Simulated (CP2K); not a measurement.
Runs of CP2K 2026.2 on Tc. The structure is cubic, space group Fm-3m (No. 225). Conventional cell: a = 3.900 Å, b = 3.900 Å, c = 3.900 Å, α = 90.00°, β = 90.00°, γ = 90.00°. Tc (site symmetry m-3m) is surrounded by 12 Tc at 2.76 Å. This isn't the form of Tc at room conditions, which is hcp.

```tsv
task	level	points a segment of the path (NPOINTS)	bands added on the path	cutoff of the non-local correlation (Ry)	gap on the mesh (eV)	pressure (GPa)
band structure	PBEsol	8	6	-	none	-11.3
single point	rev-vdW-DF2	-	-	300	none	(a)
band structure	r2SCAN	8	6	-	none	-8.0
single point	WC	-	-	-	none	-9.5
band structure	LDA	8	6	-	none	-15.9
single point	AM05	-	-	-	none	(b)
```

Alike in all rows: potentials or basis POTENTIAL_UZH Tc GTH-PBE-q15; TZVP-MOLOPT-PBE-GTH basis; no spin polarisation; cell as given; k mesh 12 × 12 × 12; smearing fermi-dirac 0.05 eV.

Problem. Fill in the values left out.

Solution. (a) -6.0; (b) -12.7.

Caveats: the potentials were made for another functional, which shifts forces and pressure; the basis of atomic orbitals isn't converged, which shifts pressures, moduli and gaps.

A k mesh can miss the band edges, and the runs leave out spin-orbit coupling on Tc.

A gap of «none» marks a metal or a gap under the smearing width.

Runs at the PBE level aren't shown here.
